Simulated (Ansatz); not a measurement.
# CdO (Monteponite) under changes of volume

One of the cells (12.970 Å³/atom); the others are scaled copies at fixed shape and fractional positions:

```
Cd O
1.0
     0.00000    2.34950    2.34950
     2.34950    0.00000    2.34950
     2.34950    2.34950    0.00000
Cd O
1 1
Direct
  0.00000 0.00000 0.00000
  0.50000 0.50000 0.50000
```

| Quantity | Value |
| --- | --- |
| Program | Ansatz 0.2.0 |
| Functional | rPW86-PBE |
| Potentials or basis | Ansatz PAW |
| Cutoff | 420 eV (not typed: the program's choice for these potentials) |
| k mesh | 10 × 10 × 10 |
| Occupations | fermi-dirac, width 0.05 eV |
| Spin | no spin polarisation |

```tsv
volume (Å³/atom)	energy over the lowest point (meV/atom)	pressure (GPa)
12.191	?	?
12.451	84.59	19.4
12.710	56.51	15.4
12.970	34.59	11.8
13.229	18.28	8.5
13.488	6.85	5.6
13.748	0.00	3.0
```

Question: What does the run at 12.191 Å³/atom give?

Answer: Energy over the lowest point 119.51 meV/atom; pressure 23.9 GPa.

Worked out: A Birch-Murnaghan fit of order 3 (a polynomial in V^(-2/3)) to the other rows has its minimum at 14.08 Å³/atom, just outside them, with B0 = V·E''(V) = 118 GPa and B' = 4.7. It gives 119.64 meV/atom at 12.191 Å³/atom, against the run's 119.51, and -dE/dV = 23.9 GPa, against 23.9.

Energies are extrapolated to zero smearing.

Caveats: the PAW data sets come from PBE, with cores solved anew for the run's functional, which leaves a small shift of forces and pressure.
